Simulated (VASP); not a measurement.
Here is a VASP 6.6.1 calculation.

Contents of INCAR:

```
ALGO = Normal ; EDIFF = 1E-6
EDIFFG = -0.01 ; ENCUT = 600
IBRION = 2 ; ISIF = 3
ISMEAR = 0 ; LASPH = T
LCHARG = F ; LREAL = F
LWAVE = F ; NELM = 80
NSW = 90 ; PREC = Accurate
SIGMA = 0.03
```

The input KPOINTS:

```
k-points
0
Gamma
  15 15 4
```

The input POSCAR:

```
C
1.0
    2.4672912616      0.0000000000      0.0000000000
   -1.2336456308      2.1367369111      0.0000000000
    0.0000000000      0.0000000000      7.8030730000
C
4
Direct
    0.0000000000      0.0000000000      0.2500000000
    0.0000000000      0.0000000000      0.7500000000
    0.3333333300      0.6666666700      0.2500000000
    0.6666666700      0.3333333300      0.7500000000
```

Potentials or basis: VASP PAW LDA potentials, release 64 (C).

Command:

```console
$ cat potpaw_LDA.64/C/POTCAR > POTCAR
$ mpirun -np 1 vasp_std > vasp.out
```

**Question.** Predict the space group after relaxing (to 0.05 Å).

**Answer.** P6_3/mmc (No. 194).

**Question.** Predict the relaxed cell.

**Answer.** a = 2.446 Å, b = 2.446 Å, c = 6.610 Å, α = 90.00°, β = 90.00°, γ = 120.00°.

**Question.** What does it give for the relaxed volume?

**Answer.** 8.56 Å³/atom.

**Question.** Estimate the band gap on the k mesh.

**Answer.** None (metal or under the smearing width).

Stress tensor (GPa, compression positive):
```
 0.03  0.00  0.00
 0.00  0.03  0.00
 0.00  0.00 -0.16
```

Caveat: the volume moved by over 15 % at a fixed basis, so the end points are rough.
